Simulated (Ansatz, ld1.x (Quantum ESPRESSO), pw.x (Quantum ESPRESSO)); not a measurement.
**What a changed setting does to a pw.x run (fcc V)**

Potential: PAW, ld1.x (Quantum ESPRESSO) 7.5, PBE; core [Ne], reference 3s2 3p6 3d3 4s2 4p0; waves: 3s (bound): rcut 1.30, rcutus 1.75 bohr; 4s (bound): rcut 1.30, rcutus 1.75 bohr; 3p (bound): rcut 1.40, rcutus 1.80 bohr; 4p (bound, empty): rcut 1.40, rcutus 1.80 bohr; 3d (bound): rcut 1.35, rcutus 1.70 bohr; 3d channel at 0.25 Ry: rcut 1.35, rcutus 1.70 bohr; local part: all-electron potential smoothed inside 1.35 bohr (lloc = -2); core correction: Bessel-smoothed model core inside 1.75 bohr; augmentation: BESSEL, radius 1.30 bohr.

The reference run (k-mesh 15³, cutoffs 70/560 Ry, Fermi–Dirac 0.01 Ry, mixing_beta 0.4, conv_thr 1e-9, no spin) gives -1.56 GPa at 13.969 Å³/atom, where all-electron LAPW gives -0.35 GPa. This run, with its own iteration cap, changes smearing to gauss.

```
&control
  calculation='scf', prefix='x', pseudo_dir='./', outdir='./tmp', tstress=.true., disk_io='none'
/
&system
  ibrav=0, nat=1, ntyp=1, ecutwfc=70, ecutrho=560, nbnd=14,
  occupations='smearing', smearing='gauss', degauss=0.01
/
&electrons
  conv_thr=1e-09, mixing_beta=0.4, electron_maxstep=60
/
ATOMIC_SPECIES
V 1.0 V.UPF
CELL_PARAMETERS angstrom
  0.00000000 1.91151821 1.91151821
  1.91151821 0.00000000 1.91151821
  1.91151821 1.91151821 0.00000000
ATOMIC_POSITIONS crystal
V 0.0000 0.0000 0.0000
K_POINTS automatic
15 15 15 0 0 0
```

```bash
pw.x < V.scf.in > V.scf.out
```

**Question.** How does the run end?

**Answer.** It converges in 11 iterations; the free energy moves by +45.9 meV/atom and the pressure by -0.57 GPa. Gaussian smearing of the same width is narrower in effect than Fermi–Dirac, so its quadratic term in F is smaller.

```
Message from routine setup:
     using ibrav=0 with symmetry is DISCOURAGED, use correct ibrav instead
     lattice parameter (alat)  =       5.1085  a.u.
     unit-cell volume          =      94.2675 (a.u.)^3
     number of electrons       =        13.00
     number of Kohn-Sham states=           14
     kinetic-energy cutoff     =      70.0000  Ry
     charge density cutoff     =     560.0000  Ry
     scf convergence threshold =      1.0E-09
     Exchange-correlation= SLA  PW   PBX  PBC
     number of k points=   120  Gaussian smearing, width (Ry)=  0.0100
     iteration #  1     ecut=    70.00 Ry     beta= 0.40
     total energy              =    -214.00642928 Ry
     estimated scf accuracy    <       0.10389258 Ry
     iteration #  2     ecut=    70.00 Ry     beta= 0.40
     total energy              =    -214.02347679 Ry
     estimated scf accuracy    <       0.00282972 Ry
     iteration #  3     ecut=    70.00 Ry     beta= 0.40
     total energy              =    -214.02396314 Ry
     estimated scf accuracy    <       0.00116383 Ry
     iteration #  4     ecut=    70.00 Ry     beta= 0.40
     total energy              =    -214.02402891 Ry
     estimated scf accuracy    <       0.00006071 Ry
     iteration #  5     ecut=    70.00 Ry     beta= 0.40
     total energy              =    -214.02405572 Ry
     estimated scf accuracy    <       0.00000298 Ry
     iteration #  6     ecut=    70.00 Ry     beta= 0.40
     total energy              =    -214.02405605 Ry
     estimated scf accuracy    <       0.00000064 Ry
     iteration #  7     ecut=    70.00 Ry     beta= 0.40
     total energy              =    -214.02405614 Ry
     estimated scf accuracy    <       0.00000001 Ry
     iteration #  8     ecut=    70.00 Ry     beta= 0.40
     total energy              =    -214.02405616 Ry
     estimated scf accuracy    <       0.00000001 Ry
     iteration #  9     ecut=    70.00 Ry     beta= 0.40
     total energy              =    -214.02405616 Ry
     estimated scf accuracy    <       0.00000002 Ry
     iteration # 10     ecut=    70.00 Ry     beta= 0.40
     total energy              =    -214.02405616 Ry
     estimated scf accuracy    <          1.8E-09 Ry
     iteration # 11     ecut=    70.00 Ry     beta= 0.40
     the Fermi energy is    15.8666 ev
!    total energy              =    -214.02405616 Ry
     estimated scf accuracy    <          6.5E-10 Ry
     smearing contrib. (-TS)   =      -0.00119482 Ry
     The total energy is F=E-TS. E is the sum of the following terms:
     one-electron contribution =     -46.01722831 Ry
     hartree contribution      =      33.19678322 Ry
     xc contribution           =     -17.44263425 Ry
     ewald contribution        =    -107.25206868 Ry
     one-center paw contrib.   =     -76.50771332 Ry
     convergence has been achieved in  11 iterations
          total   stress  (Ry/bohr**3)                   (kbar)     P=      -21.28
     Message from routine punch:
     Nothing written, as per user request (disk_io='none')
```

The run took about 38 s on one core of a shared host (Neoverse-V1, 32 threads, 247 GiB, load 25).
